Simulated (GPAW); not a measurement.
**free-standing square Cr monolayer, spacing 2.56 A: parallel, opposed and spinless runs**

Does free-standing square Cr monolayer, spacing 2.56 A prefer parallel or opposed moments, or none?

Main program and level: GPAW 26.7.0; PBE; plane waves with GPAW's PAW setups, scalar-relativistic.

Report form: the programs' logs are mostly left out.

## (1) Starting point

The cell holds 1 atom: 1 Cr. Its edges and angles: a = 2.560 Å, b = 2.560 Å, c = 14.000 Å, α = 90.0°, β = 90.0°, γ = 90.0°. model lattice. Vacuum lies along c.

Structure file:

```
Cr
1.0
     2.56000    0.00000    0.00000
     0.00000    2.56000    0.00000
     0.00000    0.00000   14.00000
Cr
1
Direct
  0.00000 0.00000 0.50000
```

## (2) Run 1 (ferro +)

The parallel start comes first: it fits the smallest cell, keeps the most symmetry and shows whether parallel moments form.

order1.py reads:

```python
import json
import numpy as np
from ase import Atoms
from ase.parallel import paropen, parprint
from gpaw import GPAW

atoms = Atoms(['Cr'],
    cell=[[2.56, 0.0, 0.0],
         [0.0, 2.56, 0.0],
         [0.0, 0.0, 14.0]],
    scaled_positions=[[0.0, 0.0, 0.5]],
    pbc=True,
    magmoms=[2.5])
atoms.calc = GPAW(mode={'name': 'pw', 'ecut': 550},
    xc='PBE',
    kpts={'size': (10, 10, 1), 'gamma': True},
    occupations={'name': 'fermi-dirac', 'width': 0.05},
    convergence={'density': 1e-05, 'energy': 1e-05},
    maxiter=200,
    symmetry={'tolerance': 1e-4},
    txt='order1.txt')
e = atoms.get_potential_energy(force_consistent=True)
res = {'free_energy': e, 'energy_sigma0': atoms.get_potential_energy(), 'fermi_energy': atoms.calc.get_fermi_level()}
res['moments'] = atoms.get_magnetic_moments().tolist()
res['total'] = atoms.get_magnetic_moment()
parprint('site moments (muB):', np.round(res['moments'], 3))
parprint(f"total moment: {res['total']:.3f} muB")
parprint(f'free energy: {e:.6f} eV')
atoms.calc.write('order1.gpw')
with paropen('results.json', 'w') as f:
    json.dump(res, f)
```

Run with:

```bash
$ OMP_NUM_THREADS=1 python3 order1.py > order1.log
```

The job ended after 19 s (1 MPI rank of Intel Xeon Platinum 8488C (Sapphire Rapids), shared host; peak memory 0.19 GiB).

Numbers from this step:

* magnetization: 3.939 μB
* final state: ferromagnetic
* largest moment: 3.193 μB

After 18 cycles the largest moment stands at 3.19 μB.

## (3) Start 2: antiferro q=(0,1/2,0) +-

An opposed order shows whether the pairs that it reverses prefer unlike signs.

This order needs a doubled cell of 2 atoms. Its mesh is chosen so that both cells sample the same points.

order2.py is the script of step 2 with these lines changed:

```diff
@@ -6,12 +6,13 @@
 
-atoms = Atoms(['Cr'],
+atoms = Atoms(['Cr', 'Cr'],
     cell=[[2.56, 0.0, 0.0],
-         [0.0, 2.56, 0.0],
+         [0.0, 5.12, 0.0],
          [0.0, 0.0, 14.0]],
-    scaled_positions=[[0.0, 0.0, 0.5]],
+    scaled_positions=[[0.0, 0.0, 0.5],
+         [0.0, 0.5, 0.5]],
     pbc=True,
-    magmoms=[2.5])
+    magmoms=[2.5, -2.5])
 atoms.calc = GPAW(mode={'name': 'pw', 'ecut': 550},
     xc='PBE',
-    kpts={'size': (10, 10, 1), 'gamma': True},
+    kpts={'size': (10, 5, 1), 'gamma': True},
     occupations={'name': 'fermi-dirac', 'width': 0.05},
@@ -20,3 +21,3 @@
     symmetry={'tolerance': 1e-4},
-    txt='order1.txt')
+    txt='order2.txt')
 e = atoms.get_potential_energy(force_consistent=True)
@@ -28,3 +29,3 @@
 parprint(f'free energy: {e:.6f} eV')
-atoms.calc.write('order1.gpw')
+atoms.calc.write('order2.gpw')
 with paropen('results.json', 'w') as f:
```

Run with:

```bash
$ OMP_NUM_THREADS=1 python3 order2.py > order2.log
```

The job ended after 38 s (1 MPI rank; peak memory 0.26 GiB).

Numbers from this step:

| Quantity | Value |
| --- | --- |
| magnetization | 0 μB |
| final state | antiferromagnetic |
| largest moment | 3.409 μB |

It lies 496 meV a seeded atom under the first start, and its largest moment is 3.41 μB against 3.19 μB.

## (4) Run 3 (antiferro q=(1/2,1/2,0) +-)

The cell is doubled to 2 atoms to hold this order. Its mesh is chosen so that both cells sample the same points.

order3.py is the script of step 3 with these lines changed:

```diff
@@ -7,7 +7,7 @@
 atoms = Atoms(['Cr', 'Cr'],
-    cell=[[2.56, 0.0, 0.0],
-         [0.0, 5.12, 0.0],
+    cell=[[5.12, 0.0, 0.0],
+         [2.56, 2.56, 0.0],
          [0.0, 0.0, 14.0]],
     scaled_positions=[[0.0, 0.0, 0.5],
-         [0.0, 0.5, 0.5]],
+         [0.5, 0.0, 0.5]],
     pbc=True,
@@ -16,3 +16,3 @@
     xc='PBE',
-    kpts={'size': (10, 5, 1), 'gamma': True},
+    kpts={'size': (5, 10, 1), 'gamma': True},
     occupations={'name': 'fermi-dirac', 'width': 0.05},
@@ -21,3 +21,3 @@
     symmetry={'tolerance': 1e-4},
-    txt='order2.txt')
+    txt='order3.txt')
 e = atoms.get_potential_energy(force_consistent=True)
@@ -29,3 +29,3 @@
 parprint(f'free energy: {e:.6f} eV')
-atoms.calc.write('order2.gpw')
+atoms.calc.write('order3.gpw')
 with paropen('results.json', 'w') as f:
```

Run with:

```bash
$ OMP_NUM_THREADS=1 python3 order3.py > order3.log
```

Wall time 64 s (1 MPI rank); peak memory 0.33 GiB.

Spin moment in the augmentation sphere by atom:

| atom | spin moment in the augmentation sphere (μB) |
| --- | --- |
| Cr1 | 3.29 |
| Cr2 | -3.29 |

Read from the output:

| Property | Result |
| --- | --- |
| magnetization | 0 μB |
| final state | antiferromagnetic |

It lies 787 meV a seeded atom under the first start, and its largest moment is 3.29 μB against 3.19 μB.

## (5) Order 4, typed as no spin polarisation

A run without seeds gives the energy of the state without moments.

nospin.py reads:

```python
import json
import numpy as np
from ase import Atoms
from ase.parallel import paropen, parprint
from gpaw import GPAW

atoms = Atoms(['Cr'],
    cell=[[2.56, 0.0, 0.0],
         [0.0, 2.56, 0.0],
         [0.0, 0.0, 14.0]],
    scaled_positions=[[0.0, 0.0, 0.5]],
    pbc=True)
atoms.calc = GPAW(mode={'name': 'pw', 'ecut': 550},
    xc='PBE',
    kpts={'size': (10, 10, 1), 'gamma': True},
    occupations={'name': 'fermi-dirac', 'width': 0.05},
    convergence={'density': 1e-05, 'energy': 1e-05},
    maxiter=200,
    symmetry={'tolerance': 1e-4},
    txt='nospin.txt')
e = atoms.get_potential_energy(force_consistent=True)
res = {'free_energy': e, 'energy_sigma0': atoms.get_potential_energy(), 'fermi_energy': atoms.calc.get_fermi_level()}
parprint(f'free energy: {e:.6f} eV')
atoms.calc.write('nospin.gpw')
with paropen('results.json', 'w') as f:
    json.dump(res, f)
```

Run with:

```bash
$ OMP_NUM_THREADS=1 python3 nospin.py > nospin.log
```

Run time: 9.3 s. Hardware: 1 MPI rank; peak memory 0.16 GiB.

This step gave:

| Item | Value |
| --- | --- |
| final state | non-magnetic (no spin polarisation) |

It lies 404 meV a seeded atom over the first start.

## (6) Another try

An input with a fault is tried, to see how the program answers.

run.py reads:

```python
import json
import numpy as np
from ase import Atoms
from ase.parallel import paropen, parprint
from gpaw import GPAW

atoms = Atoms(['Cr'],
    cell=[[2.56, 0.0, 0.0],
         [0.0, 2.56, 0.0],
         [0.0, 0.0, 14.0]],
    scaled_positions=[[0.0, 0.0, 0.5]],
    pbc=True,
    magmoms=[2.5])
atoms.calc = GPAW(mode={'name': 'pw', 'ecut': 550},
    xc='PBE',
    kpts={'size': (10, 10, 1), 'gamma': True},
    occupation={'name': 'fermi-dirac', 'width': 0.05},
    convergence={'density': 1e-05, 'energy': 1e-05},
    maxiter=75,
    symmetry={'tolerance': 1e-4},
    txt='run.txt')
e = atoms.get_potential_energy(force_consistent=True)
res = {'free_energy': e, 'energy_sigma0': atoms.get_potential_energy(), 'fermi_energy': atoms.calc.get_fermi_level()}
res['moments'] = atoms.get_magnetic_moments().tolist()
res['total'] = atoms.get_magnetic_moment()
parprint('site moments (muB):', np.round(res['moments'], 3))
parprint(f"total moment: {res['total']:.3f} muB")
parprint(f'free energy: {e:.6f} eV')
atoms.calc.write('run.gpw')
with paropen('results.json', 'w') as f:
    json.dump(res, f)
```

Run with:

```bash
$ OMP_NUM_THREADS=1 python3 run.py > run.log
```

The job ended after 1.4 s (1 MPI rank; peak memory 0.1 GiB).

The program refused the input before any cycle.

The program's message: “TypeError: GPAW() got an unexpected keyword argument 'occupation'”

A key was misspelt on purpose.

The name must match the manual letter for letter.

## (7) The states side by side

These are free energies at a smearing of 0.05 eV, so its entropy term is in the differences. They are divided by the number of seeded atoms, so that cells of unlike size compare. Wavevectors q in the names are fractions of the reciprocal vectors of the first run's cell.

Orders:

| start | final state | typed order kept | energy over the lowest (meV a seeded atom) | largest site moment (μB) | net moment (μB a primitive cell) | mesh matched | CPU time (s) |
| --- | --- | --- | --- | --- | --- | --- | --- |
| ferro + | ferromagnetic | yes | 787 | 3.193 | 3.939 | yes | 18.8 |
| antiferro q=(0,1/2,0) +- | antiferromagnetic | yes | 291.4 | 3.409 | 0 | yes | 38.39 |
| antiferro q=(1/2,1/2,0) +- | antiferromagnetic | yes | 0 | 3.295 | 0 | yes | 64.2 |
| no spin polarisation | non-magnetic | - | 1191 | 0 | 0 | yes | 9.2 |

## (8) Summary of results

```yaml
lowest_state_found: antiferromagnetic (typed antiferro q=(1/2,1/2,0) +-)
largest_site_moment: 3.29 μB
next_state: antiferromagnetic, 291 meV a seeded atom higher
energy_gained_by_spin_polarisation: 1191 meV a seeded atom
```

What this shows: The lowest state found is antiferromagnetic, reached from the start antiferro q=(1/2,1/2,0) +-, with moments up to 3.29 μB. The next state costs 291 meV a seeded atom. Only 4 starts are shown; other collinear patterns, canted and longer-period orders are not.

[Logs and program files are shortened in this print: banners, set-up blocks, solver, clock and traceback lines can be left out without a mark of their own.]

[Logs are printed without paths, hosts, clocks, repeated set-up lines and the standing remarks that a program may print on its own settings, such as how far it seeks lower states.]

[Hosts, paths, dates, database ids (printed as entryN), source tags and the programs' standing remarks are cut or masked in the printed files.]

[Where a cell is said to come from a database of computed structures, the database is the Materials Project.]
